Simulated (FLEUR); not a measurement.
SnO:

```xyz
4
Lattice="3.8137 0.0000 0.0000 0.0000 3.8137 0.0000 0.0000 0.0000 4.8869" Properties=species:S:1:pos:R:3 pbc="T T T"
Sn    1.9068    0.0000    3.7367
Sn    0.0000    1.9068    1.1503
O     0.0000    0.0000    0.0000
O     1.9068    1.9068    0.0000
```

The cell is a database's computed one.

Base run:

| Quantity | Value |
| --- | --- |
| Program | FLEUR MaX-R8.1 (later development tree) |
| Functional | r2SCAN |
| Potentials or basis | all-electron |
| Basis | FLAPW |
| Kmax | 4.44 1/bohr |
| k mesh | 7 × 7 × 6 |
| Occupations | fermi-dirac, width 0.05 eV |
| Spin | no spin polarisation |

Its results: band gap on the k mesh 0.50 eV, indirect (least direct gap 2.42 eV).

Question: The run is repeated on the same cell with these changes: functional from r2SCAN to PBEsol. What comes out?

Answer: Band gap on the k mesh 0.35 eV, indirect (least direct gap 1.99 eV).

r2SCAN gives the wider gap, since meta-GGAs in the generalised Kohn-Sham scheme recover part of the derivative discontinuity.

Caveats: spin-orbit coupling is left out, which moves the levels of the heavy elements; the mesh misses the band edges, which the band path finds closer together; the meta-GGA is that of a development version, with a GGA for the radial functions and cores and without core tails (some runs).

Not every run made on this cell is shown here.
